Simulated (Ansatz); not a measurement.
**AlN: stress in a strained cell**

Aim: deform AlN (equal xy, yz and zx engineering shear strains of +1 %) and compute stress, forces and field gradients with LAPW, PAW and all-electron datasets made for the crystal.

Method: DFT PBEsol, scalar-relativistic, in Ansatz 0.2.0.

## Step 1: The system as given

The structure is hexagonal, space group P6_3mc (No. 186). The conventional cell has a = 3.111 Å, b = 3.111 Å, c = 4.978 Å, α = 90.00°, β = 90.00°, γ = 120.00°. Al (site symmetry 3m) is surrounded by 4 N at 1.89 to 1.92 Å. Around N (site symmetry 3m) lie 4 Al at 1.89 to 1.92 Å.

Structure file:

```
Al N
1.0
     3.11100    0.00000    0.00000
    -1.55550    2.69421    0.00000
     0.00000    0.00000    4.97800
Al N
2 2
Direct
  0.33333 0.66667 0.00000
  0.66667 0.33333 0.50000
  0.33333 0.66667 0.38500
  0.66667 0.33333 0.88500
```

Atoms are numbered in the order of the input: Al1, Al2, N3, N4.

## Step 2: After the deformation

Space group P6_3mc before, P1 after.

## Step 3: Full-potential LAPW

The input, input.yaml:

```yaml
crystal:
  lattice:
    - [3.1110021516, 0.0155550108, 0.0155550108]
    - [-1.5420300413, 2.6864293891, 0.0056935291]
    - [0.02489, 0.02489, 4.978]
  atoms:
    - { symbol: Al, position: [0.3333333333, 0.6666666667, 0.0] }
    - { symbol: Al, position: [0.6666666667, 0.3333333333, 0.5] }
    - { symbol: "N", position: [0.3333333333, 0.6666666667, 0.385] }
    - { symbol: "N", position: [0.6666666667, 0.3333333333, 0.885] }
kpoints:
  mp_grid: { grid: [10, 10, 6] }
  band_path:
    path:
      - [0.0, 0.0, 0.0]
      - [0.0, -0.5, 0.0]
      - [0.0, 0.0, 0.5]
      - [0.0, 0.0, 0.0]
      - [-0.5, 0.0, 0.0]
      - [-0.5, 0.5, -0.5]
      - [0.0, 0.0, 0.0]
      - [-0.5, 0.0, -0.5]
      - [-0.5, 0.5, 0.0]
    npoints: 5
scf:
  occupations: { method: fermi_dirac, width: 0.03 }
hamiltonian:
  xc: pbesol
  pseudopotentials: { kind: all_electron, lapw: { basis_error: 0.001 } }
output:
  forces: true
  stress: true
  eigenvalues: true
```

On the command line:

```sh
$ ansatz run input.yaml --threads 1 --pin off --max-ram 4096MiB --backend cpu --events-out ev --progress --plain --runs-dir out
```

What it wrote, cut to the lines that bear on the results:

```text
LAPW: plane waves up to 10.047 Å⁻¹, error target 1.0e-3 eV per atom; small_component_spin mean_spin; N in spheres of 0.899 Å, 7 of its electrons in bands, Dirac shells []; Al in spheres of 0.977 Å, 11 of its electrons in bands, Dirac shells []
[...]
Pseudopotentials: kind: all_electron
Pseudopotential: Al, LAPW, valence charge 11, Koelling and Harmon's equation, gaussian nucleus
Pseudopotential: N, LAPW, valence charge 7, Koelling and Harmon's equation, gaussian nucleus
Functional definition: PBEsol
[...]
Crystal: 4 atoms, lattice volume = 41.721 Å³
Basis set: ecut = 384.57874269895 eV, 703 PW (Γ), exchange–correlation at level 2
Bands: 22, of which v1, the nominal top of the filled ones, is band 18 counted from 1 (17 counted from 0)
Symmetry: 1 space group operations
Space group: P1 (ITA 1), of the structure as read, at distance tolerance 3.5e-5 Å
k-points: 304 of 600 (time reversal used)
[...]
SCF iter   1: F=—  HF=-16168.876342 eV  |F-HF|=—  |Δ(HF+E_count)|=         —  Δρ=1.47e-1  dr2=1.08e1  ethr=3.00e-2  ⟨swp⟩=2.0  Hψ=46075  notcnv=0
[...]
the basis was enlarged: its passes take 518.2 KiB over the memory plan, 1 of 1 planned eigensolver slots
[...]
SCF iter   8: F=-16164.257157 eV  HF=-16164.257157 eV  |F-HF|=2.47e-8  |Δ(HF+E_count)|=   1.84e-8  Δρ=7.21e-6  dr2=2.30e-8  ethr=7.37e-10  ⟨swp⟩=3.0  Hψ=20773  notcnv=0
[...]
NSCF: frozen V_eff on 41 k-points
SCF converged after 8 iterations
Free energy (F): -16164.257157 eV
[...]
E sigma→0 (E₀):  -16164.257157 eV
Fermi energy:    10.707695 eV
[...]
--- Forces (eV/Å), atoms counted from 1 ---
  atom   1  Al    -0.14358992    -0.04966410     0.18138766
  atom   2  Al     0.04035117    -0.05342772     0.17775149
  atom   3  N     -0.05521846     0.05340555    -0.17747438
  atom   4  N      0.15845765     0.04968898    -0.18167399
[...]
--- Stress (GPa, compression-positive) ---
        1.102370      -1.777653      -1.273942
       -1.777653       1.105400      -1.273434
       -1.273942      -1.273434      -0.845143
  P = ⅓ Tr σ = 0.4542 GPa (4.542 kbar)
--- Band table (eV; the first three rows and the last of 304) ---
  k-point 0: bands = ["-363.5157", "-363.5148", "-91.5615", "-91.5604", "-53.2604", "-53.2493", "-53.2387", "-53.2376", "-53.2347", "-53.2340", "-6.5768", "-4.3860", "2.5575", "7.6762", "7.7308", "8.3326", "8.3870", "8.6603", "12.7369", "15.1746", "19.1437", "19.5415"]
[...]
```

Run time: 3.9 min. Hardware: 1 thread of Arm Neoverse V1, shared host; peak memory 1 GiB.

Read from it: pressure 0.45 GPa; gap 4.08 eV, direct at Γ; largest force 0.246 eV/Å.

## Step 4: Frozen-core PAW

The input, input.yaml:

```yaml
crystal:
  lattice:
    - [3.1110021516, 0.0155550108, 0.0155550108]
    - [-1.5420300413, 2.6864293891, 0.0056935291]
    - [0.02489, 0.02489, 4.978]
  atoms:
    - { symbol: Al, position: [0.3333333333, 0.6666666667, 0.0] }
    - { symbol: Al, position: [0.6666666667, 0.3333333333, 0.5] }
    - { symbol: "N", position: [0.3333333333, 0.6666666667, 0.385] }
    - { symbol: "N", position: [0.6666666667, 0.3333333333, 0.885] }
kpoints:
  mp_grid: { grid: [10, 10, 6] }
scf:
  occupations: { method: fermi_dirac, width: 0.03 }
hamiltonian:
  xc: pbesol
  pseudopotentials: { kind: paw }
output:
  forces: true
  stress: true
  eigenvalues: true
  efg: { contact_densities: true }
  write_density: true
  write_potential: true
  elf: true
  volumetric_format: npy
```

On the command line:

```sh
$ ansatz run input.yaml --threads 1 --pin off --max-ram 4096MiB --backend cpu --events-out ev --progress --plain --runs-dir out
```

What it wrote, cut to the lines that bear on the results:

```text
[...]
Pseudopotentials: kind: paw
Pseudopotential: Al, paw, valence charge 3, recommended cutoff 420 eV (normal)
Pseudopotential: N, paw, valence charge 5, recommended cutoff 420 eV (normal)
[... 1 set-up line as earlier in the session ...]
[...]
Crystal: 4 atoms, lattice volume = 41.721 Å³
Basis set: ecut = 420 eV, 811 PW (Γ), exchange–correlation on 48×48×72 points (8 copies of the dense FFT grid, shifted against one another)
Bands: 12, of which v1, the nominal top of the filled ones, is band 8 counted from 1 (7 counted from 0)
[... 2 set-up lines as earlier in the session ...]
k-points: 304 of 600 (time reversal used)
[...]
SCF iter   1: F=—  HF=-1811.922088 eV  |F-HF|=—  |Δ(HF+E_count)|=         —  Δρ=1.04e-2  dr2=4.78e-2  ethr=1.77e-3  ⟨swp⟩=6.0  Hψ=24697  notcnv=0
[...]
       -1.272907      -1.272043      -0.721892
  P = ⅓ Tr σ = 0.5943 GPa (5.943 kbar)
--- PAW observables at the nuclei: V_zz in 10²¹ V/m², potentials from the cell's mean, atoms counted from 1 ---
  atom   1  Al V_zz =    +0.838545   η = 0.5067   by run symmetry: allowed
            electrostatic potential = -1231.347821 V   contact ρ = 10040.074912 e/Å³
  atom   2  Al V_zz =    +0.838629   η = 0.2737   by run symmetry: allowed
            electrostatic potential = -1231.346569 V   contact ρ = 10040.072711 e/Å³
  atom   3  N  V_zz =    +0.219883   η = 0.3007   by run symmetry: allowed
            electrostatic potential = -516.289077 V   contact ρ = 1402.628379 e/Å³
  atom   4  N  V_zz =    +0.250198   η = 0.3044   by run symmetry: allowed
            electrostatic potential = -516.289581 V   contact ρ = 1402.628977 e/Å³
--- Band table (eV; the first three rows and the last of 304) ---
  k-point 0: bands = ["-8.0986", "-5.9149", "1.0319", "6.1438", "6.1988", "6.7978", "6.8525", "7.1264", "11.1926", "13.6430", "17.6065", "18.0121"]
[...]
```

Run time: 28 s. Hardware: 1 thread of Arm Neoverse V1, shared host; peak memory 0.46 GiB.

This run gives: pressure 0.59 GPa; gap on the k mesh 4.07 eV; largest force 0.246 eV/Å; Vzz Al1 0.84 (η = 0.51), Al2 0.84 (η = 0.27), N3 0.22 (η = 0.30), N4 0.25 (η = 0.30) (10²¹ V/m²).

Density in a lattice plane of the grid's cell (edges 3.11 and 4.98 Å, at 0.333 of the third edge), which holds Al and N.

Ten even steps from ' ' (0.06 e/Å³) to '@' (3.59 e/Å³):
```
          ..::==##%%%%**--..
..        ..::++@@@@@@##==::
          ..::++%%@@@@##==..
            ..--++####++::..
            ....::----::..  
              ..........    
                            
                            
                            
                            
  ........                  
............                
  ........                  
                            
                            
                            
                            
                            
              ............  
            ..::--====--::..
```
Columns run along the first of these edges and rows up along the second, over one cell in 14 and 20 even steps from the bottom left corner. Atoms in the plane (fractional): Al at (0.67, 0.50), N at (0.67, 0.89).

ELF in the same plane.

Ten even steps from '0' (0.01) to '9' (0.86):
```
84226899756899
84226899512699
74225899623799
63114789888998
41012579999987
21001358999975
11111235677642
22222210000011
45555420000002
77777630000015
88888751000027
88888763000047
77777753100146
66776542101134
45655321100112
23443210000011
12221111222111
21111234555543
42113578888876
74125899999999
```
Columns run along the first of these edges and rows up along the second, over one cell in 14 and 20 even steps from the bottom left corner. Atoms in the plane (fractional): Al at (0.67, 0.50), N at (0.67, 0.89).

Both are smooth fields of the valence electrons: close to the nuclei they are not physical.

Maxima of ELF outside the ion cores: 0.89 on the N–Al line, 0.8 Å from N.

## Step 5: All-electron PAW on datasets made for the crystal

Edit input.yaml of step 4 so:

```diff
@@ -16,3 +16,3 @@
   xc: pbesol
-  pseudopotentials: { kind: paw }
+  pseudopotentials: { kind: all_electron, datasets: crystal }
 output:
@@ -22,5 +22 @@
   efg: { contact_densities: true }
-  write_density: true
-  write_potential: true
-  elf: true
-  volumetric_format: npy
```

On the command line:

```sh
$ ansatz run input.yaml --threads 1 --pin off --max-ram 4096MiB --backend cpu --events-out ev --progress --plain --runs-dir out
```

What it wrote, cut to the lines that bear on the results:

```text
[...]
[... 1 set-up line as earlier in the session ...]
Pseudopotential: Al, paw, valence charge 11, recommended cutoff 360 eV (normal), Koelling and Harmon's equation, gaussian nucleus
Pseudopotential: N, paw, valence charge 5, recommended cutoff 360 eV (normal), Koelling and Harmon's equation, gaussian nucleus
[... 1 set-up line as earlier in the session ...]
[...]
Crystal: 4 atoms, lattice volume = 41.721 Å³
Basis set: ecut = 360 eV, 641 PW (Γ), exchange–correlation on 48×48×72 points (8 copies of the dense FFT grid, shifted against one another)
Bands: 12, of which v1, the nominal top of the filled ones, is band 8 counted from 1 (7 counted from 0)
[... 2 set-up lines as earlier in the session ...]
k-points: 304 of 600 (time reversal used)
[...]
       -1.274242      -1.273631      -0.848442
  P = ⅓ Tr σ = 0.4509 GPa (4.509 kbar)
  It holds what live shells' own plane waves past their cutoff add
--- PAW observables at the nuclei: V_zz in 10²¹ V/m², potentials from the cell's mean, atoms counted from 1 ---
  atom   1  Al V_zz =    +0.834490   η = 0.4896   by run symmetry: allowed
            electrostatic potential = -1229.784370 V   contact ρ = 10046.078393 e/Å³
  atom   2  Al V_zz =    +0.835952   η = 0.2712   by run symmetry: allowed
            electrostatic potential = -1229.783552 V   contact ρ = 10046.076300 e/Å³
  atom   3  N  V_zz =    +0.215776   η = 0.3342   by run symmetry: allowed
            electrostatic potential = -515.505873 V   contact ρ = 1402.868493 e/Å³
  atom   4  N  V_zz =    +0.246954   η = 0.3346   by run symmetry: allowed
            electrostatic potential = -515.506702 V   contact ρ = 1402.869295 e/Å³
--- Band table (eV; the first three rows and the last of 304) ---
  k-point 0: bands = ["-6.5768", "-4.3860", "2.5575", "7.6761", "7.7307", "8.3325", "8.3870", "8.6602", "12.7369", "15.1745"]
[...]
```

Wall time 65 s (1 thread of Arm Neoverse V1, shared host); peak memory 1.2 GiB.

Result: pressure 0.45 GPa; gap on the k mesh 4.08 eV; largest force 0.246 eV/Å; Vzz Al1 0.83 (η = 0.49), Al2 0.84 (η = 0.27), N3 0.22 (η = 0.33), N4 0.25 (η = 0.33) (10²¹ V/m²).

## Step 6: Stress and forces compared

Stress (GPa, compression positive):

```
          method    xx    yy     zz     yz     xz     xy
            LAPW  1.10  1.11  -0.85  -1.27  -1.27  -1.78
             PAW  1.25  1.25  -0.72  -1.27  -1.27  -1.78
crystal datasets  1.10  1.10  -0.85  -1.27  -1.27  -1.78
```

Forces (eV/Å):

```
atom  LAPW x  LAPW y  LAPW z   PAW x   PAW y   PAW z  crystal datasets x  crystal datasets y  crystal datasets z
 Al1  -0.144  -0.050   0.181  -0.144  -0.050   0.181              -0.144              -0.050               0.181
 Al2   0.040  -0.053   0.178   0.040  -0.053   0.177               0.040              -0.053               0.178
  N3  -0.055   0.053  -0.177  -0.055   0.053  -0.177              -0.055               0.053              -0.177
  N4   0.158   0.050  -0.182   0.159   0.050  -0.181               0.158               0.050              -0.182
```

| method | pressure (GPa) | gap on the k mesh (eV) | largest force (eV/Å) | Vzz Al1 (10²¹ V/m²) | Vzz Al2 (10²¹ V/m²) | Vzz N3 (10²¹ V/m²) | SCF cycles, by the record's count |
| --- | --- | --- | --- | --- | --- | --- | --- |
| LAPW | 0.45 | 4.08 | 0.246 | – | – | – | 8 |
| PAW | 0.59 | 4.07 | 0.246 | 0.84 | 0.84 | 0.22 | 6 |
| crystal datasets | 0.45 | 4.08 | 0.246 | 0.83 | 0.84 | 0.22 | 9 |

## Step 7: Summary of results

| quantity | value |
| --- | --- |
| pressure | LAPW 0.45, PAW 0.59, crystal datasets 0.45 GPa |
| largest shear or deviatoric stress (LAPW) | 1.78 GPa |

In words: The largest part of the stress beyond the pressure is 1.78 GPa in size, in the xy component; the atoms are carried along and not relaxed. No run of the undeformed cell stands beside it, so pressure and stress hold what the given cell had before the change, as far as its symmetry allows. PAW: stress within 0.15 GPa of LAPW, forces within 1 meV/Å. Crystal datasets: stress within 0.01 GPa of LAPW, forces within 1 meV/Å.
